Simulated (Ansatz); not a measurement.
**KF and the effect of the share of exact exchange**

Symmetry: Fm-3m, No. 225, cubic system. The conventional cell has a = 5.344 Å, b = 5.344 Å, c = 5.344 Å, α = 90.00°, β = 90.00°, γ = 90.00°. K (site symmetry m-3m) has 6 F at 2.67 Å as nearest neighbours. F (site symmetry m-3m) is surrounded by 6 K at 2.67 Å.

Kept alike: task single point; functional HSE06 form with a typed share of exact exchange; k mesh 5 × 5 × 5; occupations fermi-dirac, width 0.05 eV; no spin polarisation. Program: Ansatz, Ansatz PAW, cutoff 420 eV. Screening held at 0.2 Å⁻¹. The mesh is that of the run's cell of 2 atoms. No spin-orbit coupling.

| run | pressure (GPa) |
| --- | --- |
| A | -0.05 |
| B | 0.31 |
| C | 1.02 |
| D | 1.20 |
| E | -0.41 |
| F | 0.49 |
| G | 0.67 |
| H | 0.85 |

The k mesh is coarse, so the values aren't converged. Pressure is positive in compression, with a Pulay correction for the finite cutoff. All rows use potentials made for PBE. The mesh is thin for exact exchange.

The runs differ in the share of exact exchange alone: 0.05; 0.1; 0.15; 0.2; 0.25; 0.3; 0.4; 0.5. Which run is which?

Run A is 0.4; run B is 0.3; run C is 0.1; run D is 0.05; run E is 0.5; run F is 0.25; run G is 0.2; run H is 0.15. The pressure falls from 1.20 to -0.41 GPa between 0.05 and 0.5. Exact exchange shortens the bonds here, so the pressure at fixed cell falls.
